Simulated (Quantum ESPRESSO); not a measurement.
# PbSe under changes of volume

One of the cells (27.098 Å³/atom); the others are scaled copies at fixed shape and fractional positions:

```
Pb Se
1.0
     3.78432    0.00000    0.00000
     0.00000    3.78432    0.00000
     0.00000    0.00000    3.78432
Pb Se
1 1
Cartesian
  0.0000 0.0000 0.0000
  1.8922 1.8922 1.8922
```

Measurements of this composition are mostly on another form, of space group No. 225.

- Program: Quantum ESPRESSO 7.5
- Functional: LDA
- Potentials or basis: GBRV 1.5 LDA
- Cutoff: 612 eV
- Density cutoff: 4898 eV
- k mesh: 7 × 7 × 7
- Occupations: fermi-dirac, width 0.05 eV
- Spin: no spin polarisation

| volume (Å³/atom) | energy over the lowest point (meV/atom) | pressure (GPa) |
| --- | --- | --- |
| 25.472 | 0.00 | -2.1 |
| 26.014 | 8.65 | -3.2 |
| 26.556 | 20.79 | -4.1 |
| 27.098 | 35.99 | -5.0 |
| 27.640 | 53.77 | -5.7 |
| 28.182 | ? | ? |
| 28.724 | 96.39 | -7.0 |

Q: What does the run at 28.182 Å³/atom give?

A: Energy over the lowest point 74.05 meV/atom; pressure -6.4 GPa.

Worked out: A Birch-Murnaghan fit of order 3 (a polynomial in V^(-2/3)) to the other rows has no minimum within the range. It gives 74.04 meV/atom at 28.182 Å³/atom, against the run's 74.05, and -dE/dV = -6.3 GPa, against -6.4.

Energies are extrapolated to zero smearing.
